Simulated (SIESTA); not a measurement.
HgSe:

```xyz
2
Lattice="0.0000 3.0390 3.0390 3.0390 0.0000 3.0390 3.0390 3.0390 0.0000" Properties=species:S:1:pos:R:3 pbc="T T T"
Hg    0.0000    0.0000    0.0000
Se    4.5585    4.5585    4.5585
```

Base run:

- Program: SIESTA 5.4.2
- Functional: PBEsol
- Potentials or basis: PseudoDojo 0.4 standard (PBEsol files)
- Basis: DZP (energy shift 0.003 Ry; two zetas on semicore shells)
- Grid cutoff: 800 Ry
- Energy shift: 0.003 Ry
- k mesh: 8 × 8 × 8
- Occupations: fermi-dirac, width 0.05 eV
- Spin: no spin polarisation

Its results: band gap on the k mesh none (metal or under the smearing width); pressure 2.5 GPa.

Task: The run is repeated on the same cell with these changes: functional from PBEsol to LDA; potentials or basis from PseudoDojo 0.4 standard (PBEsol files) to PseudoDojo 0.4 standard (LDA files). What comes out?

Result: Band gap on the k mesh none (metal or under the smearing width); pressure 0.5 GPa.

Caveats: short orbitals over semicore shells can move pressures by several GPa; the valence orbitals were made in a potential fitted to the semicore shell under them, which widens gaps by tenths of an eV or more; spin-orbit coupling is left out, which moves the levels of the heavy elements; the basis of atomic orbitals isn't converged, which shifts pressures, moduli and gaps.
